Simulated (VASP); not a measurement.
Input of a VASP 6.6.1 run:

Contents of INCAR:

```
SYSTEM = KI
PREC     = Accurate       ! precision mode
ENCUT    = 520            ! plane-wave cutoff, eV
EDIFF    = 1E-7           ! SCF threshold, eV
ISMEAR   = 0              ! smearing method
SIGMA    = 0.05           ! smearing width, eV
LREAL    = .FALSE.        ! projectors in reciprocal space
LASPH    = .TRUE.         ! aspherical terms in the spheres
NELM     = 100            ! most SCF steps
ALGO     = Normal         ! electronic algorithm
ISIF     = 2              ! what is computed and relaxed
LWAVE    = .FALSE.        ! write WAVECAR
LCHARG   = .FALSE.        ! write CHGCAR
GGA      = PE             ! functional
NBANDS   = 15             ! bands
```

File KPOINTS:

```
Automatic mesh
0
G
  6 6 6
  0 0 0
```

The input POSCAR:

```
KI
1.0
    0.0000000000      3.6655320000      3.2425860000
    3.6655320000      0.0000000000      3.2425860000
    3.6655320000      3.6655320000      0.0000000000
K I
1 1
Direct
    0.0000000000      0.0000000000      0.0000000000
    0.5000000000      0.5000000000      0.5000000000
```

Potentials or basis: VASP PAW PBE potentials, release 64 (K_sv, I).

Run with:

```bash
$ cat potpaw_PBE.64/K_sv/POTCAR potpaw_PBE.64/I/POTCAR > POTCAR
$ mpirun -np 1 vasp_std > vasp.out
```

Problem. What does it give for the band gap on the k mesh?

Solution. 3.92 eV, direct.

Problem. What does it give for the pressure?

Solution. 1.4 GPa.

Stress tensor (GPa, compression positive):
```
-0.10  0.00  0.00
 0.00 -0.10  0.00
 0.00  0.00  4.52
```

Caveat: spin-orbit coupling is left out, which moves the levels of the heavy elements.
